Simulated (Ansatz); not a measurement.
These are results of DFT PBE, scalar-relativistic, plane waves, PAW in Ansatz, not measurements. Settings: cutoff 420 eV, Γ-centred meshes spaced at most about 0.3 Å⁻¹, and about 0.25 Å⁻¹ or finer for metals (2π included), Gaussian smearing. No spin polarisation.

All energies are static (0 K, no zero-point motion).

**Question.** Order these relaxed structures of Nb5N by energy, lowest first, with the energy over the lowest of them.
A.

```
CELL_PARAMETERS angstrom
3.13573 0.00000 0.00000
-1.56786 2.71562 0.00000
0.00000 0.00000 11.43850
ATOMIC_POSITIONS crystal
Nb 0.33333 0.66667 0.10602
Nb 0.66667 0.33333 0.89398
Nb 0.66667 0.33333 0.31358
Nb 0.33333 0.66667 0.68642
Nb 0.00000 0.00000 0.50000
N 0.00000 0.00000 0.00000
```

B.

```
CELL_PARAMETERS angstrom
-1.62086 1.62086 9.12401
1.62086 -1.62086 9.12401
1.62086 1.62086 -9.12401
ATOMIC_POSITIONS crystal
Nb 0.88678 0.88678 0.00000
Nb 0.11322 0.11322 0.00000
Nb 0.50000 0.50000 0.00000
Nb 0.29549 0.29549 0.00000
Nb 0.70451 0.70451 0.00000
N 0.00000 0.00000 0.00000
```

C.

```
CELL_PARAMETERS angstrom
3.22518 0.00000 0.00000
0.00000 3.22518 0.00000
0.00000 0.00000 18.10610
ATOMIC_POSITIONS crystal
Nb 0.00000 0.50000 0.17427
Nb 0.00000 0.50000 0.93310
Nb 0.50000 0.00000 0.82573
Nb 0.50000 0.00000 0.06690
Nb 0.00000 0.50000 0.73475
Nb 0.50000 0.00000 0.26525
Nb 0.00000 0.50000 0.35811
Nb 0.50000 0.00000 0.64189
Nb 0.00000 0.50000 0.54633
Nb 0.50000 0.00000 0.45367
N 0.00000 0.50000 0.05457
N 0.50000 0.00000 0.94543
```

D.

```
CELL_PARAMETERS angstrom
-3.27010 3.27010 2.27774
3.27010 -3.27010 2.27774
3.27010 3.27010 -2.27774
ATOMIC_POSITIONS crystal
Nb 0.00000 0.00000 0.00000
Nb 0.19551 0.61149 0.80700
Nb 0.38851 0.19551 0.58402
Nb 0.80449 0.38851 0.19299
Nb 0.61149 0.80449 0.41598
N 0.50000 0.50000 0.00000
```

**Answer.** B (0 meV/atom), C (46 meV/atom), D (87 meV/atom), A (131 meV/atom). Forms: B I4/mmm; C P4/nmm; D I4/m; A P-3m1. Counting Nb atoms around N (those within 1.25 times the shortest such distance or 1.15 times the sum of covalent radii, 1.27 where that leaves under three; a plus sign parts nearer from farther groups): B has N 2+4; C has N 6; D has N 6; A has N 6. All come from invented guesses.

Cells relaxed within their symmetry can be saddle points. Some types were kept out of the candidates beforehand, so the set may lack a known form.
